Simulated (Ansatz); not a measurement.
Wanted: the native input for an Ansatz 0.2.0 run.

| Quantity | Value |
| --- | --- |
| Task | single point |
| Functional | B3LYP |
| Dispersion | D3(BJ)-ATM |
| Potentials or basis | Ansatz PAW |
| Cutoff | 420 eV (not typed: the program's choice for these potentials) |
| k mesh | 7 × 7 × 7 |
| Occupations | gaussian, width 0.02 eV |
| Spin | no spin polarisation |

Sn:

```
Sn
1.0
    -2.94014    2.94014    1.59930
     2.94014   -2.94014    1.59930
     2.94014    2.94014   -1.59930
Sn
2
Direct
  0.00000 0.00000 0.00000
  0.75000 0.25000 0.50000
```

These files were run (other wordings do the same):

input.yaml

```yaml
crystal:
  lattice: { a: 5.88028091, b: 5.88028091, c: 3.19860398, alpha: 90.0, beta: 90.0, gamma: 90.0 }
  space_group: 141
  setting: { origin_choice: 1 }
  reduce_to_primitive: true
  atoms:
    - { symbol: Sn, wyckoff: "4a", position: [0.0, 0.0, 0.0] }
hamiltonian:
  xc: b3lyp
  pseudopotentials: { kind: paw }
  dispersion: d3bjatm
kpoints:
  mp_grid: { grid: [7, 7, 7] }
scf:
  occupations: { method: gaussian, width: 0.02 }
output:
  forces: true
  stress: true
  eigenvalues: true
  write_density: true
  write_potential: true
  elf: true
  volumetric_format: npy
```

Potentials or basis: Ansatz PAW.

Command:

```bash
$ ansatz run input.yaml --threads 1 --pin off --max-ram 2560MiB --backend cpu --events-out ev --progress --plain --runs-dir out
```

Results of the run:

```yaml
Pressure: -1.3 GPa
Band_gap_on_the_k_mesh: none (metal or under the smearing width)
```

Caveat: pairwise dispersion overbinds metals, which lowers pressure and volume; the PAW data sets come from PBE, with cores solved anew for the run's functional, which leaves a small shift of forces and pressure; the thresholds are loose for stress.

Wall time 2.6 min on 1 thread of Arm Neoverse V1 (shared host), peak memory 2.1 GiB.
